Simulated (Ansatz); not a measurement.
One crystal and one scan (generalised stacking-fault energy along a line) at two levels, PBE (plane waves to 420 eV, PAW, scalar-relativistic; Ansatz, a program for electronic structure) and PBEsol (plane waves to 420 eV, PAW, scalar-relativistic; Ansatz), each from its own relaxed cell and on its own mesh. The cell shown is that of PBE.

Generalised stacking fault of LiI (rock salt) on the {110} plane. The cell below holds the perfect crystal with the plane normal along z; tilting its third vector by the shift puts one fault into each cell, between planes 2.13 Å apart, at fixed cell height.

```yaml
crystal:
  lattice:
    - [4.25610, 0.00000, 0.00000]
    - [0.00000, 6.01904, 0.00000]
    - [2.12805, 3.00952, 6.38416]
  atoms:
    - { symbol: I, position: [0.00000, 0.00000, 0.83333] }
    - { symbol: I, position: [0.33333, 0.33333, 0.16667] }
    - { symbol: I, position: [0.66667, 0.66667, 0.50000] }
    - { symbol: Li, position: [0.00000, 0.50000, 0.83333] }
    - { symbol: Li, position: [0.33333, 0.83333, 0.16667] }
    - { symbol: Li, position: [0.66667, 0.16667, 0.50000] }
```

In-plane vectors a = (4.256, 0.000) Å, b = (0.000, 6.019) Å, area 25.62 Å². The shift is s times the vector b (length 6.019 Å), so s = 1 restores the start. Atoms relax along the normal only. γ = [E(shift) − E(0)] / area.

E is the zero-smearing estimate. LiI was relaxed with its symmetry unable to fall. Spin-orbit coupling is left out, though I is heavy. Faults lie only 6.3 Å apart, and holding the cell height raises γ above its relaxed value. Faults lie only 6.4 Å apart, and holding the cell height raises γ above its relaxed value. Both scans cover s from 0.000 to 0.917.

γ (mJ/m²), each from zero shift of its own level:

```tsv
s	PBE	PBEsol
0.000	0	0
0.083	73	73
0.167	289	298
0.250	574	616
0.333	842	923
0.417	1035	1147
0.500	1107	withheld
0.583	1035	1147
0.667	842	923
0.750	574	616
0.833	289	298
0.917	73	73
```

### Question
Estimate the PBEsol value at 0.500 from the PBE value there and the ratio of the two levels in the two nearest given rows on that side of the minimum.

### Answer
At 0.417 and 0.583 the ratio PBEsol/PBE averages 1.108, which gives 1.108 × 1107 = 1227 mJ/m². The calculation gives 1232 mJ/m², +11.3 % against PBE.

(The slope of γ gives the shear force per area between the displaced halves; near zero shift its curvature is an elastic stiffness.)
